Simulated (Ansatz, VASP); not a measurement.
**Two plane-wave programs on Al**

The input INCAR:

```
PREC     = Accurate       # precision mode
ENCUT    = 520            # plane-wave cutoff, eV
EDIFF    = 1E-7           # SCF threshold, eV
ISMEAR   = -1             # smearing method
SIGMA    = 0.05           # smearing width, eV
LREAL    = False          # projectors in reciprocal space
LASPH    = True           # aspherical terms in the spheres
NELM     = 100            # most SCF steps
ALGO     = Normal         # electronic algorithm
ISIF     = 2              # what is computed and relaxed
LWAVE    = False          # write WAVECAR
LCHARG   = False          # write CHGCAR
GGA      = PE             # functional
NBANDS   = 8              # bands
```

File KPOINTS:

```
regular mesh
0
Gamma
  11 12 12
```

File POSCAR:

```
Al
1.0
   -1.5759003900      1.6569236100      1.6579838500
    1.4794763400     -1.5976414500      1.5022776300
    1.6144548200      1.6361958800     -1.5987016800
Al
1
Direct
    0.0000000000      0.0000000000      0.0000000000
```

The input input.yaml:

```yaml
crystal:
  lattice:
    - [-1.57590039, 1.65692361, 1.65798385]
    - [1.47947634, -1.59764145, 1.50227763]
    - [1.61445482, 1.63619588, -1.59870168]
  atoms:
    - { symbol: Al, position: [0.0, 0.0, 0.0] }
hamiltonian:
  xc: pbe
  pseudopotentials: { kind: paw }
kpoints:
  mp_grid: { grid: [11, 12, 12] }
scf:
  occupations: { method: fermi_dirac, width: 0.05 }
output:
  forces: true
  stress: true
  eigenvalues: true
```

Change from the starting cell: cell sheared at random, sigma 0.03, atoms nudged by 0.01 Å.

Alike in both runs: task single point; functional PBE; k mesh 11 × 12 × 12; occupations fermi-dirac, width 0.05 eV; no spin polarisation.

|  | VASP | Ansatz |
| --- | --- | --- |
| version | VASP 6.6.1 | Ansatz 0.2.0 |
| potentials or method | VASP PAW PBE potentials, release 64 (Al) | Ansatz PAW |
| plane-wave cutoff (eV) | 520 | 420 |
| valence electrons in the cell | 3 | 3 |

```tsv
	VASP	Ansatz	Ansatz less VASP
gap on the k mesh at the Fermi level (eV)	none	none	-
pressure (GPa)	4.6	4.6	+0.02
largest component of the traceless stress (GPa)	2.89	2.90	+0.008
```

A gap of «none» marks a metal or a gap that the smearing closes.
